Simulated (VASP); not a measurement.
Here is a VASP 6.6.1 calculation.

The input INCAR:

```
  PREC = Accurate
  ENCUT = 520
  EDIFF = 1E-7
  ISMEAR = 0
  SIGMA = 0.1
  LREAL = F
  LASPH = T
  NELM = 100
  ALGO = Normal
  ISIF = 2
  LWAVE = F
  LCHARG = F
  GGA = PE
  NBANDS = 18
```

File KPOINTS:

```
Automatic mesh
0
Gamma
  12 12 12
```

The input POSCAR:

```
B
1.0
   -2.4681681418      2.4681681418      2.4681681418
    2.4681681418     -2.4681681418      2.4681681418
    2.4681681418      2.4681681418     -2.4681681418
B
6
Direct
    0.5000000000      0.7500000000      0.2500000000
    0.7500000000      0.2500000000      0.5000000000
    0.7500000000      0.5000000000      0.2500000000
    0.5000000000      0.2500000000      0.7500000000
    0.2500000000      0.7500000000      0.5000000000
    0.2500000000      0.5000000000      0.7500000000
```

Potentials or basis: VASP PAW PBE potentials, release 64 (B).

The run is started by

```bash
$ cat potpaw_PBE.64/B/POTCAR > POTCAR
$ mpirun -np 1 vasp_std > vasp.out
```

Problem. Predict the pressure.

Solution. 0.0 GPa.

Problem. Estimate the band gap on the k mesh.

Solution. None (metal or under the smearing width).
